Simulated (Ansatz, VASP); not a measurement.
**Sb in VASP and in Ansatz**

```xyz
1
Lattice="0.0000 2.3567 2.3567 2.3567 0.0000 2.3567 2.3567 2.3567 0.0000" Properties=species:S:1:pos:R:3 pbc="T T T"
Sb    0.0000    0.0000    0.0000
```

Alike in both runs: functional PBEsol; k mesh 16 × 16 × 16; occupations gaussian, width 0.1 eV; no spin polarisation.

Ansatz relaxed the structure, and its values are those at the end. VASP's run is a single point on that final structure, the one shown.

|  | VASP | Ansatz |
| --- | --- | --- |
| version | VASP 6.6.1 | Ansatz 0.2.0 |
| potentials or method | VASP PAW PBE potentials, release 64 (Sb) | scalar-relativistic, plane waves, PAW |
| plane-wave cutoff (eV) | 520 | 420 |
| valence electrons in the cell | 5 | 15 |

```tsv
	VASP	Ansatz	Ansatz less VASP
gap on the k mesh at the Fermi level (eV)	none	none	-
pressure (GPa)	0.0	0.0	+0.02
```

A gap of «none» marks a metal or a gap that the smearing closes. The two sets of potentials don't hold the same shells in valence.

Caveats: the PAW data sets were made with another functional, which shifts forces and pressure a little (VASP). The runs have no spin-orbit coupling, so splittings on Sb are missing.
